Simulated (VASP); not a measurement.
# Ir (Im-3m) in VASP: a series of runs

The runs below take Ir through single point, with PBEsol, r2SCAN.

All numbers are computed with VASP 6.6.1; they aren't measurements. Logs are shortened: lines on timing, memory, paths and dates and some standing lists are left out, and cuts for length are marked.

**1. Starting point**

Symmetry: Im-3m, No. 229, cubic system. Conventional cell: a = 3.079 Å, b = 3.079 Å, c = 3.079 Å, α = 90.00°, β = 90.00°, γ = 90.00°. Ir (site symmetry m-3m) is surrounded by 8 Ir at 2.67 Å.

This isn't the form of Ir at room conditions, which is fcc.

**2. Single point, PBEsol**

INCAR reads:

```
SYSTEM = Ir
  PREC = Accurate
  ENCUT = 900
  EDIFF = 1E-6
  ISMEAR = 0
  SIGMA = 0.1
  LREAL = .FALSE.
  LASPH = .TRUE.
  NELM = 60
  ALGO = Fast
  ISIF = 2
  LWAVE = .FALSE.
  LCHARG = .FALSE.
  GGA = PS
```

KPOINTS reads:

```
Automatic mesh
0
G
  20 20 20
  0 0 0
```

POSCAR reads:

```
Ir
1.0
   -1.5395400000      1.5395400000      1.5395400000
    1.5395400000     -1.5395400000      1.5395400000
    1.5395400000      1.5395400000     -1.5395400000
Ir
1
Direct
    0.0000000000      0.0000000000      0.0000000000
```

Potentials or basis: VASP PAW PBE potentials, release 64 (Ir).

Started as:

```bash
cat potpaw_PBE.64/Ir/POTCAR > POTCAR
mpirun -np 1 vasp_std > vasp.out
```

OUTCAR:

```text
SYSTEM = Ir
   PREC = Accurate
   ENCUT = 900
   EDIFF = 1E-6
   ISMEAR = 0
   LREAL = .FALSE.
   LASPH = .TRUE.
   NELM = 60
   ISIF = 2
   GGA = PS

 ion  position               nearest neighbor table
   1  0.000  0.000  0.000-

  LATTYP: Found a body centered cubic cell.
 ALAT       =     3.0790800000

  Lattice vectors:

 A1 = (  -1.5395400000,   1.5395400000,   1.5395400000)
 A2 = (   1.5395400000,  -1.5395400000,   1.5395400000)
 A3 = (   1.5395400000,   1.5395400000,  -1.5395400000)

Analysis of symmetry for initial positions (statically):
=====================================================================
 Subroutine PRICEL returns:
 Original cell was already a primitive cell.

 Routine SETGRP: Setting up the symmetry group for a
 body centered cubic supercell.

 Subroutine GETGRP returns: Found 48 space group operations
 (whereof 48 operations were pure point group operations)
 out of a pool of 48 trial point group operations.

The static configuration has the point symmetry O_h .

Analysis of symmetry for dynamics (positions and initial velocities):
=====================================================================
 Subroutine PRICEL returns:
 Original cell was already a primitive cell.

 Routine SETGRP: Setting up the symmetry group for a
 body centered cubic supercell.

 Subroutine GETGRP returns: Found 48 space group operations
 (whereof 48 operations were pure point group operations)
 out of a pool of 48 trial point group operations.

The dynamic configuration has the point symmetry O_h .

 Subroutine INISYM returns: Found 48 space group operations
 (whereof 48 operations are pure point group operations),
 and found     1 'primitive' translations

----------------------------------------------------------------------------------------

                                     Primitive cell

  volume of cell :      14.5960

  direct lattice vectors                    reciprocal lattice vectors
    -1.539540000  1.539540000  1.539540000     0.000000000  0.324772335  0.324772335
     1.539540000 -1.539540000  1.539540000     0.324772335  0.000000000  0.324772335
     1.539540000  1.539540000 -1.539540000     0.324772335  0.324772335  0.000000000

  length of vectors
     2.666561500  2.666561500  2.666561500     0.459297440  0.459297440  0.459297440

  position of ions in fractional coordinates (direct lattice)
     0.000000000  0.000000000  0.000000000
[... 79 lines left out ...]
   NSW    =      0    number of steps for IOM
   IBRION =     -1    ionic relax: 0-MD 1-quasi-New 2-CG
   NFREE  =      0    steps in history (QN), initial steepest desc. (CG)
   ISIF   =      2    stress and relaxation
   ISYM   =      2    0-nonsym 1-usesym 2-fastsym
   POTIM  = 0.5000    time-step for ionic-motion
   TEBEG  =    0.0;   TEEND  =   0.0 temperature during run
   PSTRESS=    0.0 pullay stress
   NELECT =       9.0000    total number of electrons
   NUPDOWN=      -1.0000    fix difference up-down
   EMIN   =  10.00;   EMAX   =-10.00  energy-range for DOS
   EFERMI =   0.00;   METHOD = LEGACY
   ISMEAR =     0;   SIGMA  =   0.10  broadening in eV -4-tet -1-fermi 0-gaus
   EFERMI_NEDOS =   21; number of points for ismear=-14 and -15
   IALGO  =     68    algorithm
   IMIX   =      4    mixing-type and parameters
     AMIX     =   0.40;   BMIX     =  1.00
     AMIX_MAG =   1.60;   BMIX_MAG =  1.00
  volume/ion in A,a.u.               =      14.60        98.50
  Fermi-wavevector in a.u.,A,eV,Ry     =   1.393407  2.633158 26.416846  1.941583
  Thomas-Fermi vector in A             =   2.517056
   LORBIT       =      0    0 simple, 1 ext, 2 COOP (PROOUT), +10 PAW based schemes
   GGA     = PS    functional components
   LHFCALC =     F    Hartree Fock is set to
   AEXX    =    0.0000 exact exchange contribution
   IVDW    =     0    specifies the selected vdW correction
   LEPSILON=     F    determine dielectric tensor
   LRPA    =     F    only Hartree local field effects (RPA)
 non-spin polarized calculation
 RMM-DIIS sequential band-by-band and
 Gauss-broadening in eV      SIGMA  =   0.10
  energy-cutoff  :      900.00
  volume of cell :       14.60
 maximum number of plane-waves:       935
 NGX is ok and might be reduce to    28
   NGX = 13   NGY = 13   NGZ = 13

 number of electron       9.0000000 magnetization

 Free energy of the ion-electron system (eV)
  ---------------------------------------------------
  ext. energy  EPLUGINS =         0.00000000
  ---------------------------------------------------
  free energy    TOTEN  =        -9.14946284 eV

  energy without entropy =       -9.13429984  energy(sigma->0) =       -9.14188134

 E-fermi :   9.4891     XC(G=0): -13.9018

 val. band max:        9.4850735311   @ k =   0.4000   0.1000   0.1000
 cond. band min:       9.4909833291   @ k =   0.2500   0.2500   0.1000
 fundamental gap:      0.0059097980
 Fermi energy:         9.4891209730

 k-point     1 :       0.0000    0.0000    0.0000
  band No.  band energies     occupation
      1      -1.1372      2.00000
      2       5.8978      2.00000
      3       5.8978      2.00000
      4       5.8978      2.00000
      5       8.9534      2.00000
      6       8.9534      2.00000
      7      26.4078      0.00000
      8      26.4078      0.00000
[... 243 lines left out ...]
 k-point    24 :       0.2500    0.1000    0.0000
  band No.  band energies     occupation
      1       2.0182      2.00000
      2       4.6915      2.00000
      3       5.6524      2.00000
      4       8.3433      2.00000
      5       9.3238      1.98063
      6       9.7242      0.00088
      7      23.0603      0.00000
      8      24.9927      0.00000

 [... further k-points ...]

------------------------ aborting loop because EDIFF is reached ----------------------------------------

  FORCE on cell =-STRESS in cart. coord.  units (eV):
  Direction    XX          YY          ZZ          XY          YZ          ZX
  --------------------------------------------------------------------------------------
  -------------------------------------------------------------------------------------
  Total        0.0095510      0.0095510      0.0095510      0.0000000      0.0000000      0.0000000
  in kB        1.0483949      1.0483949      1.0483949      0.0000000      0.0000000      0.0000000
  external PRESSURE =       1.0483949 kB  Pullay stress =       0.0000000 kB

 VOLUME and BASIS-vectors are now :
 -----------------------------------------------------------------------------
  energy-cutoff  :      900.00
  volume of cell :       14.60
      direct lattice vectors                 reciprocal lattice vectors
    -1.539540000  1.539540000  1.539540000     0.000000000  0.324772335  0.324772335
     1.539540000 -1.539540000  1.539540000     0.324772335  0.000000000  0.324772335
     1.539540000  1.539540000 -1.539540000     0.324772335  0.324772335  0.000000000

 POSITION                                       TOTAL-FORCE (eV/Angst)
 -----------------------------------------------------------------------------------
      0.00000      0.00000      0.00000        -0.000000     -0.000000     -0.000000
 -----------------------------------------------------------------------------------
    total drift:                                0.000000     -0.000000      0.000000

  FREE ENERGIE OF THE ION-ELECTRON SYSTEM (eV)
  ---------------------------------------------------
  free  energy   TOTEN  =        -9.1494628370 eV

  energy  without entropy=       -9.1342998357  energy(sigma->0) =       -9.14188134
```

OSZICAR:

```text
N       E                     dE             d eps       ncg     rms          rms(c)
DAV:   1     0.609041893605E+02    0.60904E+02   -0.63007E+03  4096   0.162E+03
DAV:   2    -0.870160186183E+01   -0.69606E+02   -0.68283E+02  4152   0.240E+02
DAV:   3    -0.966697101065E+01   -0.96537E+00   -0.96056E+00  5504   0.387E+01
DAV:   4    -0.967428077450E+01   -0.73098E-02   -0.73047E-02  4944   0.253E+00
DAV:   5    -0.967438726983E+01   -0.10650E-03   -0.10649E-03  5800   0.237E-01    0.154E+01
RMM:   6    -0.922843580555E+01    0.44595E+00   -0.49607E-01  4123   0.108E+01    0.650E+00
RMM:   7    -0.915235571929E+01    0.76080E-01   -0.26623E-01  4264   0.537E+00    0.175E+00
RMM:   8    -0.915322457052E+01   -0.86885E-03   -0.30081E-02  4658   0.285E+00    0.151E+00
RMM:   9    -0.915366578439E+01   -0.44121E-03   -0.86142E-03  4660   0.990E-01    0.957E-01
RMM:  10    -0.914938314019E+01    0.42826E-02   -0.86740E-03  4218   0.180E+00    0.544E-01
RMM:  11    -0.914954657560E+01   -0.16344E-03   -0.34624E-04  4498   0.240E-01    0.352E-01
RMM:  12    -0.914952131066E+01    0.25265E-04   -0.11467E-04  4716   0.139E-01    0.272E-01
RMM:  13    -0.914952194004E+01   -0.62938E-06   -0.35531E-05  4625   0.550E-02    0.263E-01
RMM:  14    -0.914956667383E+01   -0.44734E-04   -0.15661E-05  4480   0.523E-02    0.269E-01
RMM:  15    -0.914946594473E+01    0.10073E-03   -0.48957E-04  6840   0.337E-01    0.251E-02
RMM:  16    -0.914946222447E+01    0.37203E-05   -0.10720E-05  4490   0.508E-02    0.124E-02
RMM:  17    -0.914946283700E+01   -0.61253E-06   -0.29322E-06  3413   0.186E-02
   1 F= -.91494628E+01 E0= -.91418813E+01  d E =-.151630E-01
```

stdout:

```text
POSCAR found type information on POSCAR Ir
 POSCAR found :  1 types and       1 ions
 scaLAPACK will be used
 -----------------------------------------------------------------------------
|                                                                             |
|                                                                             |
|     You enforced a specific xc type in the INCAR file but a different       |
|     I HOPE YOU KNOW WHAT YOU ARE DOING!                                     |
|                                                                             |
 -----------------------------------------------------------------------------

 LDA part: xc-table for (Slater+PW92), standard interpolation
 POSCAR, INCAR and KPOINTS ok, starting setup
 FFT: planning ... GRIDC
 FFT: planning ... GRID_SOFT
 FFT: planning ... GRID
 WAVECAR not read
 entering main loop
```

Wall time 64 s (1 thread of AMD EPYC 7R13 (Zen 3), shared host); peak memory 0.2 GiB.

Results:

```yaml
Free_energy: -9.1495 eV
Pressure: 0.1 GPa
Band_gap_on_the_k_mesh: none (metal or under the smearing width)
```

Caveat: the PAW data sets were made with another functional, which shifts forces and pressure a little. The run has no spin-orbit coupling, so splittings on Ir are missing.

**3. Single point, r2SCAN**

INCAR reads:

```
SYSTEM = Ir
  PREC = Accurate
  ENCUT = 520
  EDIFF = 1E-6
  ISMEAR = 0
  SIGMA = 0.1
  LREAL = .FALSE.
  LASPH = .TRUE.
  NELM = 60
  ALGO = Normal
  ISIF = 2
  LWAVE = .FALSE.
  LCHARG = .FALSE.
  METAGGA = R2SCAN
  LMIXTAU = .TRUE.
```

KPOINTS is that of step 2.

POSCAR is that of step 2.

Potentials or basis: VASP PAW PBE potentials, release 64 (Ir).

Started as:

```bash
cat potpaw_PBE.64/Ir/POTCAR > POTCAR
mpirun -np 1 vasp_std > vasp.out
```

Run time: 96 s. Hardware: 1 thread of AMD EPYC 7R13 (Zen 3), shared host; peak memory 0.12 GiB.

It converged, with:

* Free energy: -51.6885 eV
* Pressure: 5.2 GPa
* Band gap on the k mesh: none (metal or under the smearing width)

Levels at points of the mesh, in eV from the Fermi level:
```csv
k point,band 1,band 2,band 3,band 4,band 5,band 6,band 7,band 8
"(0.00, 0.00, 0.00)",-10.91,-3.66,-3.66,-3.66,-0.57,-0.57,17.93,17.93
"(0.50, 0.00, 0.00)",-7.70,-5.56,-0.73,-0.05,0.01,2.35,8.38,13.82
"(0.50, 0.50, 0.50)",-7.26,-7.26,1.63,1.63,1.63,8.39,8.39,8.39
```

Caveat: the PAW data sets were made with another functional, which shifts forces and pressure a little. Spin-orbit coupling is left out, which matters for the levels of Ir.
